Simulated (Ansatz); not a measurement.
A run of Ansatz 0.2.0 is set up as follows.

File input.yaml:

```yaml
crystal:
  lattice:
    - [0.0, 2.024805, 2.024805]
    - [2.024805, 0.0, 2.024805]
    - [2.024805, 2.024805, 0.0]
  atoms:
    - { symbol: Al, position: [0.0, 0.0, 0.0] }
hamiltonian:
  xc: pbe
  pseudopotentials: { kind: paw }
kpoints:
  mp_grid: { grid: [11, 11, 11] }
  band_path:
    path:
      - [[0.0, 0.0, 0.0], [0.5, 0.0, 0.5], [0.5, 0.25, 0.75], [0.375, 0.375, 0.75], [0.0, 0.0, 0.0], [0.5, 0.5, 0.5], [0.625, 0.25, 0.625], [0.5, 0.25, 0.75], [0.5, 0.5, 0.5], [0.375, 0.375, 0.75]]
      - [[0.625, 0.25, 0.625], [0.5, 0.0, 0.5]]
    npoints: 14
scf:
  occupations: { method: fermi_dirac, width: 0.05 }
  n_extra_bands: 6
output:
  forces: true
  stress: true
  eigenvalues: true
  fatbands: false
```

Potentials or basis: Ansatz PAW.

The run is started by

```console
$ ansatz run input.yaml --threads 2 --pin off --max-ram 5632MiB --backend cpu --events-out ev --progress --plain --runs-dir out
```

(1) What does it give for the pressure?

(2) Predict the band gap on the k mesh.

Results:

(1) -0.4 GPa.

(2) none (metal or under the smearing width).
